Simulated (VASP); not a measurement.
# VASP inputs for LiF

INCAR, step 1 (ground state)

```
LWAVE = .TRUE.
LREAL = .FALSE.
LASPH = .TRUE.
PREC = Accurate
EDIFF = 1E-7
NELM = 120
LCHARG = .FALSE.
ISMEAR = 0
SIGMA = 0.01
GGA = PE
ENCUT = 500
```

INCAR, step 2 (empty bands)

```
GGA = PE
LCHARG = .FALSE.
PREC = Accurate
LREAL = .FALSE.
ISMEAR = 0
ENCUT = 500
EDIFF = 1E-7
LASPH = .TRUE.
NBANDS = 126
LWAVE = .TRUE.
ISTART = 1
NELM = 1
SIGMA = 0.01
ALGO = Exact
LOPTICS = .TRUE.
```

INCAR, step 3 (GW)

```
ALGO = EVGW0
ISTART = 1
NBANDS = 126
NBANDSGW = 13
ENCUT = 500
LCHARG = .FALSE.
GGA = PE
NELMGW = 4
EDIFF = 1E-7
PRECFOCK = Fast
ENCUTGWSOFT = 220
ISMEAR = 0
PREC = Accurate
LREAL = .FALSE.
NOMEGA = 64
ENCUTGW = 220
LWAVE = .FALSE.
LASPH = .TRUE.
NELM = 120
SIGMA = 0.01
```

KPOINTS

```
KPOINTS created by Atomic Simulation Environment
0
Gamma
6 6 6
0 0 0
```

POSCAR

```
Li F
 1.0000000000000000
     0.0000000000000000    2.0150000000000001    2.0150000000000001
     2.0150000000000001    0.0000000000000000    2.0150000000000001
     2.0150000000000001    2.0150000000000001    0.0000000000000000
 Li  F
   1   1
Cartesian
  0.0000000000000000  0.0000000000000000  0.0000000000000000
  2.0150000000000001  2.0150000000000001  2.0150000000000001
```

VASP ran with the GW set of PAW datasets (10 valence electrons in the cell).

Q: Estimate the main results of this run.

A: PBE gap on the mesh 9.05 eV; G₀W₀ gap on the mesh 13.43 eV.

Q: How does updating the eigenvalues in G change the gap?

A: Gap on the mesh by iteration: 13.43, 14.06, 14.15, 14.16 eV.
